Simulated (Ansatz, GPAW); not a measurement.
## Au: 3 runs at one level of theory

```
Au
1.0
    -1.65727    1.65727    1.65727
     1.65727   -1.65727    1.65727
     1.65727    1.65727   -1.65727
Au
1
Cartesian
  0.0000 0.0000 0.0000
```

This isn't the form of Au at room conditions, which is fcc.

Alike in all runs: task band structure; functional PBEsol; k mesh 11 × 11 × 11; occupations fermi-dirac, width 0.05 eV; no spin polarisation; no spin-orbit coupling. Pressure is positive in compression and, in plane waves, holds the error of the finite cutoff, which Ansatz's Pulay term estimates and takes out.

| program and potentials | plane-wave cutoff (eV) | notes | pressure (GPa) |
| --- | --- | --- | --- |
| Ansatz, Ansatz PAW | 420 | potentials made for PBE, which Ansatz adapts in part; 19 valence electrons an atom on average; Pulay term of +0.04 GPa included | -8.88 |
| Ansatz, all-electron LAPW, scalar-relativistic | - | - | ? |
| GPAW, PAW data sets generated for this functional | 600 | 11 valence electrons an atom on average | -6.76 |

**Question.** Estimate from the other rows what the run with Ansatz, all-electron LAPW, scalar-relativistic gave.

**Answer.** Pressure -8.90 GPa. The other rows, which needn't bracket it: pressure -8.88 to -6.76.
